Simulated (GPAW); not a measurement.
# MoSe2 (P6_3/mmc) in GPAW: equation of state

How stiff is MoSe2 in PBEsol, and what volume does it want? The cell is scaled to several volumes.

Everything below comes from runs of GPAW 26.7.0. Logs are shortened: lines on timing, memory, paths and dates and some standing lists are left out, and cuts for length are marked. The log counts tension as positive stress, the text compression.

## 1. Starting point

The structure is hexagonal, space group P6_3/mmc (No. 194). The conventional cell has a = 3.288 Å, b = 3.288 Å, c = 12.900 Å, α = 90.00°, β = 90.00°, γ = 120.00°. Mo (site symmetry -6m2) is surrounded by 6 Se at 2.49 Å. Se (site symmetry 3m) has 3 Mo at 2.49 Å as nearest neighbours.

## 2. Equation of state, PBEsol

Contents of run.py:

```python
from ase import Atoms
from ase.eos import EquationOfState
from ase.io import Trajectory
from ase.units import GPa
from ase.parallel import parprint
from gpaw import GPAW, PW, setup_paths

setup_paths.insert(0, '.')

atoms = Atoms(['Mo', 'Mo', 'Se', 'Se', 'Se', 'Se'],
              cell=[[3.288, 0.0, 0.0],
                    [-1.644, 2.8474915276, 0.0],
                    [0.0, 0.0, 12.9]],
              scaled_positions=[[0.6666666667, 0.3333333333, 0.75],
                                [0.3333333333, 0.6666666667, 0.25],
                                [0.6666666667, 0.3333333333, 0.375],
                                [0.3333333333, 0.6666666667, 0.875],
                                [0.6666666667, 0.3333333333, 0.125],
                                [0.3333333333, 0.6666666667, 0.625]],
              pbc=True)

traj = Trajectory('eos.traj', 'w')
volumes, energies = [], []
for x in [0.94, 0.96, 0.98, 1.0, 1.02, 1.04, 1.06]:
    a = atoms.copy()
    a.set_cell(atoms.cell * x**(1 / 3), scale_atoms=True)
    calc = GPAW(mode=PW(600),
                xc='PBEsol',
                kpts={'size': (9, 9, 2), 'gamma': True},
                occupations={'name': 'fermi-dirac', 'width': 0.05},
                nbands=46,
                convergence={'density': 1e-05, 'energy': 1e-05},
                maxiter=150,
                txt=f'eos-{x:.2f}.txt')
    a.calc = calc
    energies.append(a.get_potential_energy(force_consistent=True))
    volumes.append(a.get_volume())
    p = -a.get_stress()[:3].mean() / GPa
    calc.write(f'eos-{x:.2f}.gpw')
    traj.write(a)
    parprint(f'{x:.2f} {volumes[-1]:10.4f} A^3 {energies[-1]:14.6f} eV {p:9.3f} GPa', flush=True)

v0, e0, B = EquationOfState(volumes, energies, eos='birchmurnaghan').fit()
parprint(f'V0 = {v0:.4f} A^3, E0 = {e0:.6f} eV, B0 = {B / GPa:.2f} GPa')
```

Potentials or basis: PAW data sets generated in the run's folder for this functional, pw.

On the command line:

```console
> gpaw-setup -f PBEsol Mo Se
> OMP_NUM_THREADS=1 mpirun -n 4 gpaw python run.py
```

The program printed:

```text
__  _  _
 | _ |_)|_||  |
 |__||  | ||/\| - 26.7.0

Input parameters:
  mode=PW(ecut=600.0),
  convergence={'density': 1e-05, 'energy': 1e-05},
  kpts=MonkhorstPack(size=(9, 9, 2), gamma=True),
  maxiter=150,
  nbands=46,
  occupations=Occupations(name='fermi-dirac', width=0.05),
  xc=XC(name='PBEsol')

Diagonalizing LCAO Hamiltonian
Converting LCAO to pw mode

        Se

           Mo

        Se

           Se

        Mo

           Se

Atoms  # Å, Bohr magnetons
|   | symbol |         x |        y |         z |    initial magnetic moments |
|---|--------|-----------|----------|-----------|-----------------------------|
| 0 |     Mo |  1.610440 | 0.929788 |  9.477496 | ( 0.0000,  0.0000,  0.0000) |
| 1 |     Mo | -0.000000 | 1.859575 |  3.159165 | ( 0.0000,  0.0000,  0.0000) |
| 2 |     Se |  1.610440 | 0.929788 |  4.738748 | ( 0.0000,  0.0000,  0.0000) |
| 3 |     Se | -0.000000 | 1.859575 | 11.057078 | ( 0.0000,  0.0000,  0.0000) |
| 4 |     Se |  1.610440 | 0.929788 |  1.579583 | ( 0.0000,  0.0000,  0.0000) |
| 5 |     Se | -0.000000 | 1.859575 |  7.897913 | ( 0.0000,  0.0000,  0.0000) |

Unit cell  # Å
| periodic |         x |        y |         z |   lengths |     angles |
|----------|-----------|----------|-----------|-----------|------------|
|      yes |  3.220879 | 0.000000 |  0.000000 |  3.220879 |  90.000000 |
|      yes | -1.610440 | 2.789363 |  0.000000 |  3.220879 |  90.000000 |
|      yes |  0.000000 | 0.000000 | 12.636661 | 12.636661 | 120.000000 |

Number of symmetries: 12
Symmetry operations  # r_c * U_cc + t_c -> r_c
|    | kind |            matrix            |
|----|------|------------------------------|
|  0 |  σ   |  1, 1, 0,  0,-1, 0,  0, 0, 1 |
|  1 |  S6  |  1, 1, 0, -1, 0, 0,  0, 0,-1 |
|  2 |  E   |  1, 0, 0,  0, 1, 0,  0, 0, 1 |
|  3 |  C2  |  1, 0, 0, -1,-1, 0,  0, 0,-1 |
|  4 |  C2  |  0, 1, 0,  1, 0, 0,  0, 0,-1 |
|  5 |  C3  |  0, 1, 0, -1,-1, 0,  0, 0, 1 |
|  6 |  S6  |  0,-1, 0,  1, 1, 0,  0, 0,-1 |
|  7 |  σ   |  0,-1, 0, -1, 0, 0,  0, 0, 1 |
|  8 |  σ   | -1, 0, 0,  1, 1, 0,  0, 0, 1 |
|  9 |  i   | -1, 0, 0,  0,-1, 0,  0, 0,-1 |
| 10 |  C3  | -1,-1, 0,  1, 0, 0,  0, 0, 1 |
| 11 |  C2  | -1,-1, 0,  0, 1, 0,  0, 0,-1 |

BZ-sampling:
  Number of BZ points: 162
  Number of IBZ points: 24

  Monkhorst-Pack size: [9, 9, 2]
  Monkhorst-Pack shift: [0.0, 0.0, 0.25]

K-points  # in reciprocal-cell coordinates
|     |                                coordinates |     weight |
|-----|--------------------------------------------|------------|
|   0 | (  0.00000000,   0.00000000,   0.00000000) | 0.00617284 |
|   1 | (  0.00000000,   0.00000000,   0.50000000) | 0.00617284 |
|   2 | (  0.11111111,   0.00000000,   0.00000000) | 0.03703704 |
|   3 | (  0.11111111,   0.00000000,   0.50000000) | 0.03703704 |
|   4 | (  0.22222222,  -0.11111111,   0.00000000) | 0.03703704 |
|   5 | (  0.22222222,  -0.11111111,   0.50000000) | 0.03703704 |
|   6 | (  0.22222222,   0.00000000,   0.00000000) | 0.03703704 |
|   7 | (  0.22222222,   0.00000000,   0.50000000) | 0.03703704 |
|   8 | (  0.33333333,  -0.11111111,   0.00000000) | 0.07407407 |
|   9 | (  0.33333333,  -0.11111111,   0.50000000) | 0.07407407 |
| ... |                                            |            |
|  23 | (  0.44444444,   0.44444444,   0.50000000) | 0.03703704 |

Plane wave coefficients: 3824
Cutoff: 600.0 eV

Spin-components: 1 (collinear spins)
Bands:           46
Projectors:      32
Spin-degeneracy: 2
Datatype:        complex128

Parallelization:
  kpt:    4
  domain: 1
  band:   1

Density:
  Valence electrons: 52.0
  Components: 1
  Grid points: [20 20 72]
  Charge: 0.0  # |e|

Potential:
  Grid points: [20 20 72]

species:
  Mo:
    name:    Molybdenum
    Z:       42.0
    valence: 14
    core:    28
    charge:  0.0  # [|e|]
    compensation charges:
      type: gauss
      rc: 0.38  # [Å]
      lmax: 2
    cutoffs:
      filter: 2.16  # [Å]
      core: 1.42  # [Å]
    projectors
    | kind |    occ | energy [eV] | rcut [Å] |
    |------|--------|-------------|----------|
    |   4s |  2.000 |     -64.262 |    1.238 |
    |   5s |  1.000 |      -4.116 |    1.238 |
    |   4p |  6.000 |     -38.461 |    1.296 |
    |   5p |  0.000 |      -1.012 |    1.296 |
    |   4d |  5.000 |      -3.770 |    1.296 |
    |    d |        |      23.442 |    1.296 |

    Using partial waves for Mo as LCAO basis

  Se:
    name:    Selenium
    Z:       34.0
    valence: 6
    core:    28
    charge:  0.0  # [|e|]
    compensation charges:
      type: gauss
      rc: 0.27  # [Å]
      lmax: 2
    cutoffs:
      filter: 1.77  # [Å]
      core: 2.67  # [Å]
    projectors
    | kind |    occ | energy [eV] | rcut [Å] |
    |------|--------|-------------|----------|
    |   4s |  2.000 |     -17.281 |    0.847 |
    |   4p |  4.000 |      -6.511 |    1.005 |
    |    s |        |       9.930 |    0.847 |
    |    p |        |      20.700 |    1.005 |
    |    d |        |       0.000 |    0.847 |

    Using partial waves for Se as LCAO basis

Reference energy: -484382.748889  # eV

eigensolver:
[... 26 lines left out ...]
convergence criteria:
- Maximum integral of absolute [dens]ity change: 1e-05 electrons / valence electron
- Maximum [total energy] change in last 3 cyles: 1e-05 eV / valence electron
- Maximum integral of absolute [eigenst]ate change: 4e-08 eV^2 / valence electron
maximum number of iterations: 150

SCF iterations
|iter     | |      energy | eigst |  dens |
|---------|-|-------------|-------|-------|
|iter:   1| |  -45.231619 | +0.52 |       |
|iter:   2| |  -44.850527 | -1.41 | -1.07 |
|iter:   3| |  -43.682237 | -1.35 | -1.12 |
|iter:   4| |  -43.474172 | -1.97 | -1.44 |
|iter:   5| |  -43.449303 | -2.79 | -1.84 |
|iter:   6| |  -43.489758 | -3.12 | -2.15 |
|iter:   7| |  -43.445545 | -3.38 | -2.09 |
|iter:   8| |  -43.445580 | -5.26 | -3.08 |
|iter:   9| |  -43.445589c| -6.02 | -3.46 |
|iter:  10| |  -43.445590c| -7.39 | -4.33 |
|iter:  11| |  -43.445590c| -7.81c| -4.99 |
|iter:  12| |  -43.445590c| -8.28c| -5.60c|

Converged in 12 steps
Energy contributions relative to reference atoms: (reference = -484382.748889)

Energy contributions:
  Kinetic:          48.174054
  Coulomb:         -49.943107
  Zero:             -0.709964
  External:          0.000000
  Xc:              -40.966567
  Entropy:          -0.000010
  Spinorbit:         0.000000
  ----------------------------
  Free energy:     -43.445595
  Extrapolated:    -43.445590

dipole moment: (0.000024, 0.000042, 0.000190)  # |e|*Ang

Fermi level: 9.597
Eigenvalues  # (at kpt = [0.000, 0.000, 0.000])
| band index |      eig [eV] | occ [0-2] |
|------------|---------------|-----------|
|          0 |       -52.032 |     2.000 |
|        ... |               |           |
|         18 |         6.038 |     2.000 |
|         19 |         7.210 |     2.000 |
|         20 |         7.210 |     2.000 |
|         21 |         7.252 |     2.000 |
|         22 |         7.252 |     2.000 |
|         23 |         7.913 |     2.000 |
[... 8 lines left out ...]
|         32 |        12.344 |     0.000 |
|         33 |        12.344 |     0.000 |
|        ... |               |           |
|         45 |        22.079 |     0.000 |

Gap: 0.853 eV
Transition (v -> c):
  (s=0, k=0, n=25, [0.00, 0.00, 0.00]) -> (s=0, k=12, n=26, [0.33, 0.33, 0.00])
Direct/indirect transitions are different
Direct gap: 1.473 eV
Transition at: (s=0, k=12, n=25, [0.33, 0.33, 0.00])

Stress tensor  # eV/Ang^3
|         x |         y |         z |
|-----------|-----------|-----------|
| -0.065958 | -0.000000 |  0.000000 |
| -0.000000 | -0.065958 |  0.000000 |
|  0.000000 |  0.000000 | -0.113742 |

# Writing to eos-0.94.gpw (mode='')
```

Run time: 2.9 min. Hardware: 4 MPI ranks of Arm Neoverse V1, shared host; peak memory 0.35 GiB.

Results:

- Equilibrium volume: 20.61 Å³/atom
- Bulk modulus at fixed shape and positions: 128 GPa
- Pressure derivative of the bulk modulus: 4.4

Energy against volume, from the lowest point:
```
volume (Å³/atom)  energy (meV/atom)
          18.922              63.89
          19.324              35.56
          19.727              16.05
          20.129               4.46
          20.532               0.00
          20.935               1.94
          21.337               9.62
```

Caveat: the cell was scaled at fixed shape and fractional positions, which overstates the stiffness of a crystal with free parameters, most of all of layers and chains; this functional lacks dispersion, which binds the layers, so the pressure and a relaxed spacing across them are unreliable.
